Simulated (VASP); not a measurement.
# AlN in VASP: one cell, several levels of theory

AlN built on the wurtzite prototype, under -2.0 % strain along z alone is computed at one geometry. Runs: PBE, r2SCAN. The results are then set beside those of Ansatz 0.2.0 for the same cell.

Code: VASP 6.6.1. PAW datasets, plane waves. No spin polarisation and no zero-point or thermal motion.

**1. The system as given**

The cell comes from an earlier relaxation with r2SCAN in another program, then strained, with the atoms relaxed again.

It is hexagonal, P6_3mc (No. 186); a = 3.107 Å, c = 4.879 Å in the conventional setting, 10.20 Å³ an atom. Near Al stand 4 N at 1.88 Å; near N stand 4 Al at 1.88 Å.

The structure in full:

```xyz
4
Lattice="3.1067 0.0000 0.0000 -1.5533 2.6905 0.0000 0.0000 0.0000 4.8790" Properties=species:S:1:pos:R:3 pbc="T T T"
Al    0.0000    1.7937   -0.0262
Al    1.5533    0.8968    2.4133
N     0.0000    1.7937    1.8558
N     1.5533    0.8968    4.2953
```

**2. PBE**

The input, INCAR:

```
ENCUT = 520.000000
SIGMA = 0.020000
EDIFF = 1.00e-07
GGA = PE
PREC = Accurate
IBRION = -1
ISIF = 2
ISMEAR = -1
NBANDS = 16
NELM = 120
NSW = 0
LASPH = .TRUE.
LCHARG = .TRUE.
LELF = .TRUE.
LWAVE = .FALSE.
LREAL = .FALSE.
```

The input, KPOINTS:

```
KPOINTS created by Atomic Simulation Environment
0
Gamma
12 12 6
0 0 0
```

The input, KPOINTS_OPT:

```
special points
6
Reciprocal
0.0000000000 0.0000000000 0.0000000000 1
0.5000000000 0.0000000000 0.0000000000 1
0.3333333333 0.3333333333 0.0000000000 1
0.0000000000 0.0000000000 0.5000000000 1
0.5000000000 0.0000000000 0.5000000000 1
0.3333333333 0.3333333333 0.5000000000 1
```

The input, POSCAR:

```
Al N
 1.0000000000000000
     3.1066937601931870    0.0000000000000000    0.0000000000000000
    -1.5533468800965935    2.6904757181059007    0.0000000000000000
     0.0000000000000000    0.0000000000000000    4.8790197208999997
 Al  N
   2   2
Cartesian
  0.0000000000000001  1.7936504787372674 -0.0261923503585143
  1.5533468800965939  0.8968252393686337  2.4133175100914861
  0.0000000000000001  1.7936504787372674  1.8558247456960146
  1.5533468800965939  0.8968252393686337  4.2953346061460147
```

Potentials: the recommended PBE PAW datasets, 16 valence electrons in the neutral cell.

On the command line:

```sh
$ mpirun -np 1 vasp_std
```

Printed to the terminal (iteration lines stand in OSZICAR):

```text
POSCAR found type information on POSCAR AlN
 POSCAR found :  2 types and       4 ions
 LDA part: xc-table for (Slater+PW92), standard interpolation
 POSCAR, INCAR and KPOINTS ok, starting setup
 FFT: planning ... GRIDC
 FFT: planning ... GRID_SOFT
 FFT: planning ... GRID
 WAVECAR not read
 entering main loop
 Start KPOINTS_OPT (optional k-point list driver)
k-point batch [1-6\6]
```

OSZICAR:

```text
N       E                     dE             d eps       ncg     rms          rms(c)
DAV:   1     0.408850531524E+02    0.40885E+02   -0.73602E+03  2432   0.900E+02
DAV:   2    -0.311646521915E+02   -0.72050E+02   -0.66095E+02  3424   0.189E+02
DAV:   3    -0.345428237515E+02   -0.33782E+01   -0.33691E+01  2968   0.421E+01
DAV:   4    -0.345627748469E+02   -0.19951E-01   -0.19950E-01  3064   0.364E+00
DAV:   5    -0.345630344147E+02   -0.25957E-03   -0.25957E-03  3056   0.419E-01    0.123E+01
DAV:   6    -0.297192315079E+02    0.48438E+01   -0.10591E+01  2904   0.238E+01    0.422E+00
DAV:   7    -0.297381137740E+02   -0.18882E-01   -0.70967E-01  2640   0.594E+00    0.299E+00
DAV:   8    -0.297307612548E+02    0.73525E-02   -0.59419E-02  2696   0.223E+00    0.578E-01
DAV:   9    -0.297257704594E+02    0.49908E-02   -0.12270E-02  3192   0.824E-01    0.243E-01
DAV:  10    -0.297263828684E+02   -0.61241E-03   -0.22226E-03  2608   0.299E-01    0.131E-01
DAV:  11    -0.297263019899E+02    0.80878E-04   -0.18080E-04  2816   0.104E-01    0.312E-02
DAV:  12    -0.297263051854E+02   -0.31955E-05   -0.11028E-05  2760   0.265E-02    0.718E-03
DAV:  13    -0.297263050419E+02    0.14346E-06   -0.44132E-06  2768   0.165E-02    0.441E-03
DAV:  14    -0.297263050410E+02    0.87073E-09   -0.32183E-07  2856   0.486E-03
   1 F= -.29726305E+02 E0= -.29726305E+02  d E =-.332983E-11
       N       E                     dE             ncg
DAV:   1     0.190903924593E+04   -0.24420E+04      192
DAV:   2     0.152261062378E+04   -0.38643E+03      288
DAV:   3     0.150561679132E+04   -0.16994E+02      240
DAV:   4     0.150550241295E+04   -0.11438E+00      232
DAV:   5     0.150550073674E+04   -0.16762E-02      248
DAV:   6     0.150550069968E+04   -0.37056E-04      232
DAV:   7     0.150550069871E+04   -0.96903E-06      240
DAV:   8     0.150550069869E+04   -0.24236E-07      176
```

The lines after F= are the extra pass for the points of KPOINTS_OPT, at fixed density; their E is not a total energy.

OUTCAR, selected sections:

```text
k-points           NKPTS =     76   k-points in BZ     NKDIM =     76   number of bands    NBANDS=     16

   NELECT =      16.0000    total number of electrons

   dimension x,y,z NGX =    24 NGY =   24 NGZ =   36
   dimension x,y,z NGXF=    48 NGYF=   48 NGZF=   72

  energy-cutoff  :      520.00
  volume of cell :       40.78
      direct lattice vectors                 reciprocal lattice vectors
     3.106693760  0.000000000  0.000000000     0.321885605  0.185840741  0.000000000
    -1.553346880  2.690475718  0.000000000     0.000000000  0.371681481  0.000000000
     0.000000000  0.000000000  4.879019721     0.000000000  0.000000000  0.204959204

 k-points in reciprocal lattice and weights: KPOINTS created by Atomic Simulation Env
   0.00000000  0.00000000  0.00000000       0.001
   0.08333333  0.00000000  0.00000000       0.007
   0.16666667  0.00000000  0.00000000       0.007
   0.25000000  0.00000000  0.00000000       0.007
   0.33333333  0.00000000  0.00000000       0.007
   0.41666667  0.00000000  0.00000000       0.007
   0.50000000  0.00000000  0.00000000       0.003
   0.08333333  0.08333333  0.00000000       0.007
[... 68 more k-points ...]

 E-fermi :   6.9168

 k-point     1 :       0.0000    0.0000    0.0000
  band No.  band energies     occupation
      1      -8.9481      2.00000
      2      -6.6420      2.00000
      3       0.3593      2.00000
      4       5.4083      2.00000
      5       5.4083      2.00000
      6       6.1214      2.00000
      7       6.1214      2.00000
      8       6.5159      2.00000
      9      10.8219      0.00000
     10      13.0862      0.00000
     11      17.3408      0.00000
     12      17.5227      0.00000
     13      17.5227      0.00000
     14      19.6345      0.00000
     15      19.6345      0.00000
     16      20.1345      0.00000

 k-point     2 :       0.0833    0.0000    0.0000
  band No.  band energies     occupation
      1      -8.8584      2.00000
      2      -6.5934      2.00000
      3       0.4646      2.00000
      4       5.0000      2.00000
      5       5.2893      2.00000
      6       5.7206      2.00000
      7       6.1131      2.00000
      8       6.4717      2.00000
      9      11.2357      0.00000
     10      13.4505      0.00000
     11      16.8939      0.00000
     12      16.9652      0.00000
     13      17.7840      0.00000
     14      19.3926      0.00000
     15      19.7240      0.00000
     16      19.8587      0.00000

 k-point     3 :       0.1667    0.0000    0.0000
  band No.  band energies     occupation
      1      -8.5970      2.00000
      2      -6.4613      2.00000
      3       0.7753      2.00000
      4       4.0028      2.00000
      5       4.8607      2.00000
      6       5.0106      2.00000
      7       6.0569      2.00000
      8       6.3183      2.00000
      9      12.0888      0.00000
     10      14.1332      0.00000
     11      15.7469      0.00000
     12      16.2556      0.00000
     13      18.5066      0.00000
     14      18.8280      0.00000
     15      19.0295      0.00000
     16      19.2641      0.00000

 k-point     4 :       0.2500    0.0000    0.0000
  band No.  band energies     occupation
      1      -8.1891      2.00000
      2      -6.2900      2.00000
      3       1.2730      2.00000
      4       2.8361      2.00000
      5       3.9095      2.00000
      6       4.6918      2.00000
      7       5.9450      2.00000
      8       6.0227      2.00000
      9      12.7536      0.00000
     10      14.0570      0.00000
     11      14.6793      0.00000
     12      16.5014      0.00000
     13      18.0819      0.00000
     14      18.4416      0.00000
     15      18.8371      0.00000
     16      19.6830      0.00000

 k-point     5 :       0.3333    0.0000    0.0000
  band No.  band energies     occupation
      1      -7.6869      2.00000
      2      -6.1557      2.00000
      3       1.8039      2.00000
      4       1.9173      2.00000
      5       3.0571      2.00000
      6       4.4156      2.00000
      7       5.5583      2.00000
      8       5.8175      2.00000
      9      12.6805      0.00000
     10      13.2627      0.00000
     11      14.5576      0.00000
     12      16.8373      0.00000
     13      17.8691      0.00000
     14      18.2783      0.00000
     15      18.8439      0.00000
     16      20.8703      0.00000

[... the tables of k-points 6 to 76 left out ...]

  Total        1.7576078      1.7576078      2.9984568      0.0000000      0.0000000      0.0000000
  in kB       69.0513933     69.0513933    117.8008116      0.0000000      0.0000000      0.0000000
  external PRESSURE =      85.3011994 kB  Pullay stress =       0.0000000 kB

 POSITION                                       TOTAL-FORCE (eV/Angst)
 -----------------------------------------------------------------------------------
      0.00000      1.79365      4.85283        -0.000000     -0.000000     -0.024127
      1.55335      0.89683      2.41332         0.000000      0.000000     -0.024127
      0.00000      1.79365      1.85582         0.000000     -0.000000      0.024127
      1.55335      0.89683      4.29533        -0.000000      0.000000      0.024127
 -----------------------------------------------------------------------------------
    total drift:                                0.000000      0.000000     -0.000196

  FREE ENERGIE OF THE ION-ELECTRON SYSTEM (eV)
  ---------------------------------------------------
  free  energy   TOTEN  =       -29.7263050410 eV

  energy  without entropy=      -29.7263050410  energy(sigma->0) =      -29.72630504
```

Hardware: 1 MPI rank of Intel Xeon Platinum 8488C, shared host.

The levels at the points of KPOINTS_OPT are read from vasprun.xml.

Band energies at the special points (eV, zero at the top of v, the last band that the electrons fill by count):

```
point    v−1      v     c   c+1
    Γ  -0.39   0.00  4.31  6.57
    M  -1.90  -0.83  5.68  5.89
    K  -2.53  -2.53  5.06  8.28
    A  -0.76  -0.76  6.50  6.50
    L  -1.43  -1.43  5.34  5.34
    H  -0.83  -0.83  7.48  7.48
```

PBE gives a direct gap of 4.31 eV at Γ. The pressure is 8.53 GPa, and the largest force is 0.024 eV/Å, on atom 1 (Al).

Density in a lattice plane of the grid's cell (edges 3.11 and 4.88 Å, at 0.333 of the third edge), which holds Al and N.

Ten even steps from '0' (0.01 e/Å³) to '9' (3.74 e/Å³):
```
1000001246887421
1000001358999631
1000001258999631
0000001235776421
0000000123443210
0000000011221100
0000000000110000
0000000000000000
0000000000000000
0000000000000000
1111110000000000
1111111000000000
1111110000000000
0011000000000000
0000000000000000
0000000000000000
0000000000000000
0000000000000000
0000000011111110
0000001123443211
```
Columns run along the first of these edges and rows up along the second, over one cell in 16 and 20 even steps from the bottom left corner. Atoms in the plane (fractional): Al at (0.67, 0.49), N at (0.67, 0.88).

ELF in the same plane.

Values, 12 rows by 8 columns:
```
0.73 0.22 0.37 0.81 0.82 0.35 0.55 0.85
0.64 0.18 0.30 0.74 0.80 0.43 0.59 0.81
0.41 0.10 0.16 0.56 0.81 0.86 0.85 0.75
0.17 0.08 0.10 0.25 0.62 0.82 0.79 0.49
0.24 0.32 0.30 0.20 0.10 0.20 0.15 0.12
0.64 0.67 0.67 0.56 0.14 0.01 0.01 0.27
0.73 0.74 0.74 0.68 0.31 0.02 0.03 0.49
0.64 0.68 0.67 0.58 0.31 0.08 0.10 0.42
0.41 0.55 0.52 0.35 0.16 0.09 0.10 0.20
0.17 0.28 0.26 0.15 0.12 0.14 0.13 0.12
0.24 0.11 0.14 0.31 0.51 0.59 0.57 0.46
0.64 0.16 0.28 0.74 0.83 0.79 0.81 0.81
```
Columns run along the first of these edges and rows up along the second, over one cell in 8 and 12 even steps from the bottom left corner. Atoms in the plane (fractional): Al at (0.67, 0.49), N at (0.67, 0.88).

Both are smooth fields of the valence electrons: close to the nuclei they are not physical.

Outside the cores ELF peaks at 0.89 on the N–Al line, 0.8 Å from N.

**3. r2SCAN**

The input, INCAR:

```
ENCUT = 520.000000
SIGMA = 0.010000
EDIFF = 1.00e-07
ALGO = Normal
METAGGA = R2SCAN
PREC = Accurate
IBRION = -1
ISIF = 2
ISMEAR = 0
NBANDS = 16
NELM = 120
NSW = 0
LASPH = .TRUE.
LCHARG = .FALSE.
LWAVE = .FALSE.
LREAL = .FALSE.
```

KPOINTS is that of step 2.

KPOINTS_OPT is that of step 2.

POSCAR is that of step 2.

On the command line:

```sh
$ mpirun -np 1 vasp_std
```

Printed to the terminal (iteration lines stand in OSZICAR):

```text
POSCAR found type information on POSCAR AlN
 POSCAR found :  2 types and       4 ions
 -----------------------------------------------------------------------------
|                                                                             |
|                                                                             |
|     You enforced a specific xc type in the INCAR file but a different       |
|     I HOPE YOU KNOW WHAT YOU ARE DOING!                                     |
|                                                                             |
 -----------------------------------------------------------------------------

 LDA part: xc-table for (None), standard interpolation
 POSCAR, INCAR and KPOINTS ok, starting setup
 FFT: planning ... GRIDC
 FFT: planning ... GRID_SOFT
 FFT: planning ... GRID
 WAVECAR not read
 entering main loop
 Start KPOINTS_OPT (optional k-point list driver)
k-point batch [1-6\6]
```

OSZICAR:

```text
N       E                     dE             d eps       ncg     rms          rms(c)
DAV:   1     0.309321898381E+02    0.30932E+02   -0.76172E+03  2432   0.931E+02
DAV:   2    -0.436070263290E+02   -0.74539E+02   -0.68326E+02  3424   0.196E+02
DAV:   3    -0.471160832633E+02   -0.35091E+01   -0.34996E+01  2968   0.437E+01
DAV:   4    -0.471379025113E+02   -0.21819E-01   -0.21818E-01  3064   0.388E+00
DAV:   5    -0.471382042116E+02   -0.30170E-03   -0.30170E-03  3048   0.460E-01    0.127E+01
DAV:   6    -0.381308907933E+02    0.90073E+01   -0.81703E+00  2792   0.204E+01    0.524E+00
DAV:   7    -0.383979935408E+02   -0.26710E+00   -0.12744E+00  3016   0.750E+00    0.341E+00
DAV:   8    -0.384459353139E+02   -0.47942E-01   -0.68610E-02  2480   0.266E+00    0.899E-01
DAV:   9    -0.384374591319E+02    0.84762E-02   -0.18923E-02  3112   0.112E+00    0.211E-01
DAV:  10    -0.384379723319E+02   -0.51320E-03   -0.20328E-03  2880   0.305E-01    0.892E-02
DAV:  11    -0.384379033965E+02    0.68935E-04   -0.90458E-05  3144   0.766E-02    0.266E-02
DAV:  12    -0.384379071033E+02   -0.37068E-05   -0.47819E-06  2824   0.165E-02    0.305E-02
DAV:  13    -0.384379015433E+02    0.55600E-05   -0.27634E-06  2872   0.137E-02    0.150E-02
DAV:  14    -0.384378987184E+02    0.28249E-05   -0.19142E-06  2768   0.111E-02    0.109E-02
DAV:  15    -0.384378979688E+02    0.74962E-06   -0.18577E-07  2224   0.383E-03    0.779E-03
DAV:  16    -0.384378976424E+02    0.32639E-06   -0.31694E-08  1320   0.143E-03    0.448E-03
DAV:  17    -0.384378975562E+02    0.86228E-07   -0.44721E-09  1304   0.582E-04
   1 F= -.38437898E+02 E0= -.38437898E+02  d E =-.179817E-50
       N       E                     dE             ncg
DAV:   1     0.188083831598E+04   -0.24702E+04      192
DAV:   2     0.147576235827E+04   -0.40508E+03      280
DAV:   3     0.145821779100E+04   -0.17545E+02      240
DAV:   4     0.145809836322E+04   -0.11943E+00      224
DAV:   5     0.145809640032E+04   -0.19629E-02      240
DAV:   6     0.145809635192E+04   -0.48395E-04      232
DAV:   7     0.145809635053E+04   -0.13987E-05      240
DAV:   8     0.145809635049E+04   -0.39973E-07      192
```

From OUTCAR:

```text
k-points           NKPTS =     76   k-points in BZ     NKDIM =     76   number of bands    NBANDS=     16

   NELECT =      16.0000    total number of electrons

   dimension x,y,z NGX =    24 NGY =   24 NGZ =   36
   dimension x,y,z NGXF=    48 NGYF=   48 NGZF=   72

  energy-cutoff  :      520.00
  volume of cell :       40.78
      direct lattice vectors                 reciprocal lattice vectors
     3.106693760  0.000000000  0.000000000     0.321885605  0.185840741  0.000000000
    -1.553346880  2.690475718  0.000000000     0.000000000  0.371681481  0.000000000
     0.000000000  0.000000000  4.879019721     0.000000000  0.000000000  0.204959204

 k-points in reciprocal lattice and weights: KPOINTS created by Atomic Simulation Env
   0.00000000  0.00000000  0.00000000       0.001
   0.08333333  0.00000000  0.00000000       0.007
   0.16666667  0.00000000  0.00000000       0.007
   0.25000000  0.00000000  0.00000000       0.007
   0.33333333  0.00000000  0.00000000       0.007
   0.41666667  0.00000000  0.00000000       0.007
   0.50000000  0.00000000  0.00000000       0.003
   0.08333333  0.08333333  0.00000000       0.007
[... 68 more k-points ...]

 E-fermi :   6.3536

 k-point     1 :       0.0000    0.0000    0.0000
  band No.  band energies     occupation
      1      -9.9929      2.00000
      2      -7.7190      2.00000
      3       0.0261      2.00000
      4       5.1092      2.00000
      5       5.1092      2.00000
      6       5.8359      2.00000
      7       5.8359      2.00000
      8       6.2512      2.00000
      9      11.2362      0.00000
     10      13.6583      0.00000
     11      18.0548      0.00000
     12      18.1071      0.00000
     13      18.1071      0.00000
     14      20.3082      0.00000
     15      20.3082      0.00000
     16      20.8438      0.00000

 k-point     2 :       0.0833    0.0000    0.0000
  band No.  band energies     occupation
      1      -9.9030      2.00000
      2      -7.6712      2.00000
      3       0.1335      2.00000
      4       4.7048      2.00000
      5       4.9884      2.00000
      6       5.4428      2.00000
      7       5.8281      2.00000
      8       6.2060      2.00000
      9      11.6490      0.00000
     10      14.0280      0.00000
     11      17.4760      0.00000
     12      17.6201      0.00000
     13      18.3819      0.00000
     14      20.0855      0.00000
     15      20.3879      0.00000
     16      20.5382      0.00000

 k-point     3 :       0.1667    0.0000    0.0000
  band No.  band energies     occupation
      1      -9.6414      2.00000
      2      -7.5416      2.00000
      3       0.4497      2.00000
      4       3.7080      2.00000
      5       4.5802      2.00000
      6       4.7051      2.00000
      7       5.7727      2.00000
      8       6.0505      2.00000
      9      12.5209      0.00000
     10      14.7197      0.00000
     11      16.2868      0.00000
     12      16.8607      0.00000
     13      19.1563      0.00000
     14      19.4714      0.00000
     15      19.7559      0.00000
     16      19.8308      0.00000

 k-point     4 :       0.2500    0.0000    0.0000
  band No.  band energies     occupation
      1      -9.2352      2.00000
      2      -7.3744      2.00000
      3       0.9554      2.00000
      4       2.5323      2.00000
      5       3.6142      2.00000
      6       4.3805      2.00000
      7       5.6605      2.00000
      8       5.7525      2.00000
      9      13.2132      0.00000
     10      14.5748      0.00000
     11      15.1968      0.00000
     12      17.1816      0.00000
     13      18.6970      0.00000
     14      19.0102      0.00000
     15      19.5878      0.00000
     16      20.3623      0.00000

 k-point     5 :       0.3333    0.0000    0.0000
  band No.  band energies     occupation
      1      -8.7388      2.00000
      2      -7.2442      2.00000
      3       1.4877      2.00000
      4       1.6093      2.00000
      5       2.7472      2.00000
      6       4.0987      2.00000
      7       5.2881      2.00000
      8       5.5318      2.00000
      9      13.1501      0.00000
     10      13.6881      0.00000
     11      15.1150      0.00000
     12      17.5370      0.00000
     13      18.4061      0.00000
     14      18.9527      0.00000
     15      19.6146      0.00000
     16      21.6612      0.00000

[... the tables of k-points 6 to 76 left out ...]

  Total        0.4941130      0.4941130      1.8585268      0.0000000      0.0000000     -0.0000000
  in kB       19.4122891     19.4122891     73.0162149      0.0000000      0.0000000     -0.0000000
  external PRESSURE =      37.2802644 kB  Pullay stress =       0.0000000 kB

 POSITION                                       TOTAL-FORCE (eV/Angst)
 -----------------------------------------------------------------------------------
      0.00000      1.79365      4.85283         0.000000      0.000000     -0.000279
      1.55335      0.89683      2.41332         0.000000     -0.000000     -0.000279
      0.00000      1.79365      1.85582        -0.000000      0.000000      0.000279
      1.55335      0.89683      4.29533        -0.000000      0.000000      0.000279
 -----------------------------------------------------------------------------------
    total drift:                                0.000000      0.000000      0.007445

  FREE ENERGIE OF THE ION-ELECTRON SYSTEM (eV)
  ---------------------------------------------------
  free  energy   TOTEN  =       -38.4378975562 eV

  energy  without entropy=      -38.4378975562  energy(sigma->0) =      -38.43789756
```

Hardware: 1 MPI rank of Intel Xeon Platinum 8488C, shared host.

The levels at the points of KPOINTS_OPT are read from vasprun.xml.

Band energies at the special points (eV, zero at the top of v, the last band that the electrons fill by count):

```
point    v−1      v     c   c+1
    Γ  -0.42   0.00  4.99  7.41
    M  -1.89  -0.85  6.41  6.53
    K  -2.56  -2.56  5.69  9.05
    A  -0.79  -0.79  7.25  7.25
    L  -1.46  -1.46  6.02  6.02
    H  -0.85  -0.85  8.20  8.20
```

The r2SCAN gap is 4.99 eV, direct at Γ. Pressure: 3.73 GPa; the forces vanish within 0.01 eV/Å.

**4. What came out**

| level | gap (eV) | pressure (GPa) | Ansatz: gap (eV) | Ansatz: pressure (GPa) |
| --- | --- | --- | --- | --- |
| PBE | 4.31 | 8.53 | 4.29 | 8.78 |
| r2SCAN | 4.99 | 3.73 | 4.94 | 4.11 |

The gap runs from 4.31 eV (PBE) to 4.99 eV (r2SCAN). The pressure is highest with PBE (8.5 GPa) and lowest with r2SCAN (3.7 GPa), which orders the cells that they would relax to. The two programs agree on the gap within 0.05 eV, far less than the spread between functionals. Datasets and cutoffs are each program's own.
